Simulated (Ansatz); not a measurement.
## Hf: equation of state with PBEsol

Crystal: Hf.

```
CELL_PARAMETERS angstrom
3.19670 0.00000 0.00000
-1.59835 2.76842 0.00000
0.00000 0.00000 5.05780
ATOMIC_POSITIONS crystal
Hf 0.66667 0.33333 0.75000
Hf 0.33333 0.66667 0.25000
```

```yaml
Program: Ansatz 0.2.0
Task: equation of state
Functional: PBEsol
Potentials_or_basis: all-electron LAPW, scalar-relativistic
Basis_error_allowed: 0.0005 eV/atom
k_mesh: 10 × 10 × 5
Occupations: fermi-dirac, width 0.05 eV
Spin: no spin polarisation
```

```yaml
Equilibrium_volume: 21.58 Å³/atom
Bulk_modulus_at_fixed_shape_and_positions: 114 GPa
Pressure_derivative_of_the_bulk_modulus: 3.5
```

Energy against volume, from the lowest point:
| volume (Å³/atom) | energy (meV/atom) |
| --- | --- |
| 21.037 | 4.80 |
| 21.485 | 0.00 |
| 21.933 | 1.90 |
| 22.380 | 9.92 |
| 22.828 | 23.52 |
| 23.276 | 42.21 |
| 23.723 | 65.52 |

All runs of the series together: 110 s on 1 thread of Intel(R) Xeon(R) Platinum 8488C (Sapphire Rapids), on a shared host.

Caveat: the cell was scaled at fixed shape and fractional positions, which overstates the stiffness of a crystal with free parameters, most of all of layers and chains. The run has no spin-orbit coupling, so splittings on Hf are missing.
